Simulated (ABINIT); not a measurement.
Runs of ABINIT 10.8.3 (patched build) on CdS. The structure is cubic, space group Fm-3m (No. 225). Conventional cell: a = 5.506 Å, b = 5.506 Å, c = 5.506 Å, α = 90.00°, β = 90.00°, γ = 90.00°. Around Cd (site symmetry m-3m) lie 6 S at 2.75 Å. S (site symmetry m-3m) has 6 Cd at 2.75 Å as nearest neighbours. Measurements of this composition are mostly on another form, of space group No. 186.

```tsv
level	gap on the mesh (eV)	pressure (GPa)
RPBE	0.36	1.9
BLYP	0.13	4.0
revPBE	(c)	(b)
PW91	0.21	-0.9
AM05	0.15	(a)
```

Alike in all rows: task single point; potentials or basis JTH PAW PBE v2.0; no spin polarisation; cell as given; k mesh 8 × 8 × 8; cutoff (eV) 707; smearing fermi-dirac 0.05 eV.

**Question.** Estimate the missing entries.

**Answer.** (a) -4.2; (b) 1.2; (c) 0.33.

Caveats: the PAW data sets were made with another functional, which shifts forces and pressure a little.

A k mesh can miss the band edges, and the runs leave out spin-orbit coupling on Cd.
